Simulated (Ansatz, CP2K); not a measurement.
This is a calculation of Hf (Hafnium) for Ansatz 0.2.0. 

input.yaml

```yaml
crystal:
  lattice:
    - [3.1967, 0.0, 0.0]
    - [-1.59835, 2.7684234083, 0.0]
    - [0.0, 0.0, 5.0578]
  atoms:
    - { symbol: Hf, position: [0.6666666667, 0.3333333333, 0.75] }
    - { symbol: Hf, position: [0.3333333333, 0.6666666667, 0.25] }
hamiltonian:
  xc: pbe
  pseudopotentials: { kind: paw, azcp: { folder: soft_1 } }
kpoints:
  mp_grid: { grid: [10, 10, 5] }
scf:
  occupations: { method: fermi_dirac, width: 0.05 }
output:
  forces: true
  stress: true
  eigenvalues: true
  write_density: true
  write_potential: true
  elf: true
  volumetric_format: npy
```

Potentials or basis: Ansatz PAW soft_1.

Command:

```console
$ ansatz run input.yaml --threads 1 --pin off --max-ram 3584MiB --backend cpu --events-out ev --progress --plain --runs-dir out
```

Q: Translate it to CP2K 2026.2. Potentials or basis there: POTENTIAL_UZH Hf GTH-PBE-q12; TZVP-MOLOPT-PBE-GTH basis.

A: As run (cutoffs and basis follow the program's own potentials, and thresholds, step limits or extra output files can differ):

hf_scf.inp

```
&GLOBAL
  PROJECT hf_scf
  RUN_TYPE ENERGY_FORCE
  PRINT_LEVEL LOW
&END GLOBAL
&FORCE_EVAL
  METHOD QS
  STRESS_TENSOR ANALYTICAL
  &DFT
    BASIS_SET_FILE_NAME BASIS_MOLOPT_UZH
    POTENTIAL_FILE_NAME POTENTIAL_UZH
    &MGRID
      CUTOFF 450
      REL_CUTOFF 60
      NGRIDS 4
    &END MGRID
    &QS
      METHOD GPW
      EPS_DEFAULT 1.0E-10
    &END QS
    &KPOINTS
      SCHEME MONKHORST-PACK 10 10 5
      GAMMA_CENTERED T
      SYMMETRY T
      SYMMETRY_BACKEND SPGLIB
    &END KPOINTS
    &SCF
      SCF_GUESS ATOMIC
      EPS_SCF 1.0E-6
      MAX_SCF 100
      ADDED_MOS 16
      CHOLESKY OFF
      EPS_EIGVAL 1.0E-7
      &DIAGONALIZATION ON
        ALGORITHM STANDARD
      &END DIAGONALIZATION
      &MIXING ON
        METHOD BROYDEN_MIXING
        ALPHA 0.4
        BETA 1.5
        NBUFFER 8
      &END MIXING
      &SMEAR ON
        METHOD FERMI_DIRAC
        ELECTRONIC_TEMPERATURE [K] 580.226
      &END SMEAR
    &END SCF
    &XC
      &XC_FUNCTIONAL PBE
      &END XC_FUNCTIONAL
    &END XC
    &PRINT
      &KPOINTS ON
      &END KPOINTS
      &MULLIKEN ON
      &END MULLIKEN
      &MO ON
        ENERGIES T
        OCCUPATION_NUMBERS T
        &EACH
          QS_SCF 0
        &END EACH
        ADD_LAST NUMERIC
      &END MO
      &LOWDIN ON
      &END LOWDIN
      &HIRSHFELD ON
        SHAPE_FUNCTION DENSITY
      &END HIRSHFELD
      &E_DENSITY_CUBE ON
        STRIDE 1
      &END E_DENSITY_CUBE
      &V_HARTREE_CUBE ON
        STRIDE 1
      &END V_HARTREE_CUBE
      &ELF_CUBE ON
        STRIDE 1
      &END ELF_CUBE
    &END PRINT
  &END DFT
  &SUBSYS
    &CELL
      A 3.1967000000 0.0000000000 0.0000000000
      B -1.5983500000 2.7684234083 0.0000000000
      C 0.0000000000 0.0000000000 5.0578000000
      PERIODIC XYZ
    &END CELL
    &COORD
      Hf  1.5983500002 0.9228078027 3.7933500000
      Hf  -0.0000000002 1.8456156056 1.2644500000
    &END COORD
    &KIND Hf
      BASIS_SET TZVP-MOLOPT-PBE-GTH-q12
      POTENTIAL GTH-PBE-q12
    &END KIND
    &PRINT
      &ATOMIC_COORDINATES ON
      &END ATOMIC_COORDINATES
      &CELL ON
      &END CELL
    &END PRINT
  &END SUBSYS
  &PRINT
    &FORCES ON
    &END FORCES
    &STRESS_TENSOR ON
    &END STRESS_TENSOR
  &END PRINT
&END FORCE_EVAL
```

Potentials or basis: POTENTIAL_UZH Hf GTH-PBE-q12; TZVP-MOLOPT-PBE-GTH basis.

Run with:

```sh
$ OMP_NUM_THREADS=1 cp2k.psmp -i hf_scf.inp -o hf_scf.out
```

Both were run:

|  | Ansatz | CP2K |
| --- | --- | --- |
| Pressure | 0.6 GPa | 0.8 GPa |

Ansatz's pressure holds a Pulay term of +0.05 GPa for its cutoff of 420 eV, which the other run lacks.

The potentials hold 52 and 24 valence electrons a cell.

Where Ansatz's input types no cutoff or centring, it takes its own default and a Γ-centred mesh.

Pressure is positive in compression.
